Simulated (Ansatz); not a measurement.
Run this with the Python package of Ansatz (0.2.0) and show what comes out.

`convert_mns.py`
```python
"""Write the input file for MnS without running it."""

import logging
import sys

import ansatz as az

logging.basicConfig(stream=sys.stdout, format="%(levelname)s:%(name)s:%(message)s")
logger = logging.getLogger("mns")
logger.setLevel(logging.INFO)

crystal = (
    az.Lattice.of([3.09904, 0.0, 0.0], [0.0, 3.09904, 0.0], [0.0, 0.0, 3.09904])
    .atom("Mn", [0.5, 0.5, 0.5])
    .atom("S", [0.0, 0.0, 0.0])
    .moments(Mn=4)
)

calc = (
    crystal.calculation()
    .functional(az.Functional.LDA)
    .kpoints(length=24)
    .occupations("Fermi-Dirac", width=0.1)
    .spin("collinear")
    .hubbard("Mn", "d", u=5.9, j=0.9)
    .density_of_states(projected=True, energy_step=0.02)
)
print(calc.to_yaml())
```

```console
$ python convert_mns.py
crystal:
  lattice:
    - [3.09904, 0.0, 0.0]
    - [0.0, 3.09904, 0.0]
    - [0.0, 0.0, 3.09904]
  atoms:
    - { symbol: Mn, position: [0.5, 0.5, 0.5] }
    - { symbol: S, position: [0.0, 0.0, 0.0] }
kpoints:
  mp_grid:
    grid: [8, 8, 8]
hamiltonian:
  xc: lda
  hubbard:
    - { species: Mn, l: d, u: 5.9, j: 0.9 }
magnetization:
  spin_polarized: true
  per_species:
    Mn: 4.0
scf:
  occupations:
    method: fermi_dirac
    width: 0.1
output:
  dos:
    de: 0.02
    projected: true
```

The input is only written out: it wasn't run, and its settings aren't tested. The structure comes from a database and needn't be a stable phase.
